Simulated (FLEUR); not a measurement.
## Fe in FLEUR: convergence with k mesh

Input of the first run (k mesh 5 × 5 × 3); the others differ in this setting and in those tied to it:

The input inp.xml:

```xml
<?xml version="1.0" encoding="UTF-8" standalone="no"?>
<fleurInput fleurInputVersion="0.39">
   <comment>
      Fe                                                                                                  
   </comment>
   <calculationSetup>
      <cutoffs Kmax="4.76" Gmax="14.7" GmaxXC="14.7" numbands="0"/>
      <scfLoop itmax="60" minDistance="0.00001" maxIterBroyd="15" imix="Anderson" alpha="0.05" precondParam="0.0" spinf="2.0" sdNocoIR="T"/>
      <coreElectrons ctail="T" frcor="F" kcrel="0" coretail_lmax="0"/>
      <xcFunctional name="pbe" relativisticCorrections="F"/>
      <magnetism jspins="2"/>
      <soc l_soc="F" theta="0.0" phi="0.0" spav="F"/>
      <expertModes spex="0" secvar="F"/>
      <geometryOptimization l_f="T" forcealpha="1.0" forcemix="BFGS" epsdisp="0.0005" epsforce="0.0002"/>
      <ldaU l_linMix="F" mixParam="0.05" spinf="1.0"/>
   </calculationSetup>
   <cell>
      <bzIntegration valenceElectrons="32.0" mode="hist" fermiSmearingEnergy="0.00183747">
         <kPointListSelection listName="default-1"/>
         <!-- k-points included here -->
         <xi:include xmlns:xi="http://www.w3.org/2001/XInclude" href="kpts.xml"> </xi:include>
      </bzIntegration>
      <!-- symmetry operations included here -->
      <xi:include xmlns:xi="http://www.w3.org/2001/XInclude" href="sym.xml"> </xi:include>
      <bulkLattice scale="1.0">
         <bravaisMatrix>
            <row-1>    4.5998911803346623     0.0000000000000000     0.0000000000000000</row-1>
            <row-2>   -2.2999455902618178     3.9836226168433098     0.0000000000000000</row-2>
            <row-3>    0.0000000000000000     0.0000000000000000     7.2602039369602549</row-3>
         </bravaisMatrix>
      </bulkLattice>
   </cell>
   <atomSpecies>
      <species name="Iron (Fe) 3.000" element="Fe" atomicNumber="26">
         <mtSphere radius="2.06" gridPoints="687" logIncrement="0.018"/>
         <atomicCutoffs lmax="8" lnonsphr="8"/>
         <electronConfig flipSpins="F">
            <coreConfig>(1s1/2) (2s1/2) (2p1/2) (2p3/2)</coreConfig>
            <valenceConfig>(3s1/2) (3p1/2) (3p3/2) (4s1/2) (3d3/2) (3d5/2)</valenceConfig>
            <stateOccupation state="(3d3/2)" spinUp="1.5" spinDown="0.9"/>
            <stateOccupation state="(3d5/2)" spinUp="3.0" spinDown="0.6"/>
         </electronConfig>
         <energyParameters s="4" p="4" d="3" f="4"/>
         <lo type="SCLO" l="0" n="3" eDeriv="0"/>
         <lo type="SCLO" l="1" n="3" eDeriv="0"/>
         <lo type="SCLO" l="1" n="3" eDeriv="1"/>
         <lo type="SCLO" l="2" n="3" eDeriv="2"/>
         <lo type="SCLO" l="3" n="4" eDeriv="2"/>
      </species>
   </atomSpecies>
   <atomGroups>
      <atomGroup species="Iron (Fe) 3.000">
         <relPos label="                   1">-1.000/3.000 1.000/3.000 -1.000/4.000</relPos>
         <relPos label="                   2">1.000/3.000 -1.000/3.000 1.000/4.000</relPos>
         <force calculate="T" relaxXYZ="TTT"/>
      </atomGroup>
   </atomGroups>
   <output dos="F" band="F" slice="F">
      <checks vchk="F" cdinf="F"/>
      <bandDOS minEnergy="-.5*Htr" maxEnergy="0.5*Htr" sigma="0.015" storeEVData="T"/>
      <vacuumDOS vacdos="F" integ="F" star="F" nstars="0" locx1="0.0" locy1="0.0" locx2="0.0" locy2="0.0" nstm="0" tworkf="0.0"/>
      <unfoldingBand unfoldBand="F" supercellX="1" supercellY="1" supercellZ="1"/>
      <plotting iplot="0" polar="F">
         <plot TwoD="T" vec1="  1.0  0.0  0.0" vec2="  0.0  1.0  0.0" vec3="  0.0  0.0  1.0" zero="  0.0  0.0  0.0" file="plot"/>
      </plotting>
      <chargeDensitySlicing numkpt="0" minEigenval="0.0" maxEigenval="0.0" nnne="0" pallst="F"/>
      <specialOutput eonly="F"/>
      <moessbauerParams electricFieldGradient="T" isomerShift="T" coreHyperfine="T" valenceHyperfine="T"/>
      <magneticCircularDichroism mcd="F" energyLo="-10.0" energyUp="0.0"/>
   </output>
  <!-- We include the file relax.xml here to enable relaxations (see documentation) -->
  <xi:include xmlns:xi="http://www.w3.org/2001/XInclude" href="relax.xml"> <xi:fallback/> </xi:include>
</fleurInput>
```

The input crystal.txt:

```
Fe
&input cartesian=F /
2.4341575853  0.0000000000  0.0000000000
-1.2170787927  2.1080423057  0.0000000000
0.0000000000  0.0000000000  3.8419344700
1.8897261246
1.0 1.0 1.0

2
26 0.6666666666  0.3333333332  0.7500000000 : 3.000
26 0.3333333332  0.6666666666  0.2500000000 : 3.000

&kpt div1=5 div2=5 div3=3 gamma=T /
```

Potentials or basis: all-electron, FLAPW.

The run is started by

```sh
$ inpgen -f crystal.txt -profile fastHighL
$ # inp.xml edited to the form shown
$ fleur_MPI
```

This isn't the form of Fe at room conditions, which is bcc.

Hardware: 1 thread of Arm Neoverse V1 (shared host).

Q: The values tried are 3 × 3 × 2, 5 × 5 × 3, 7 × 7 × 4, 8 × 8 × 5, 10 × 10 × 6, 12 × 12 × 7, 15 × 15 × 9, 18 × 18 × 10, loosest first. From which on does the largest site moment stay within 0.02 μB of the tightest run that finished?

A: From 10 × 10 × 6 on.

```csv
k mesh,"energy less the tightest run, at zero smearing (meV/atom)",largest site moment (μB),SCF cycles,CPU time (s),peak memory (GiB)
3 × 3 × 2,not converged,-,-,-,-
5 × 5 × 3,46.33,0.24,51,64,0.06
7 × 7 × 4,22.65,0.25,51,130,0.06
8 × 8 × 5,not converged,-,-,-,-
10 × 10 × 6,5.89,0.00,40,210,0.07
12 × 12 × 7,not converged,-,-,-,-
15 × 15 × 9,-1.78,0.00,36,440,0.08
18 × 18 × 10,0.00,0.00,41,800,0.09
```

Not settled before the last step: the energy (to 1 meV/atom). Meshes of other sizes hit other points, so gaps and Fermi surfaces needn't settle smoothly. The tightest run that finished is the yardstick and may itself not be fully converged.

Caveat, for the tightest run too: the starting moments collapsed, and a magnetic state may lie lower.
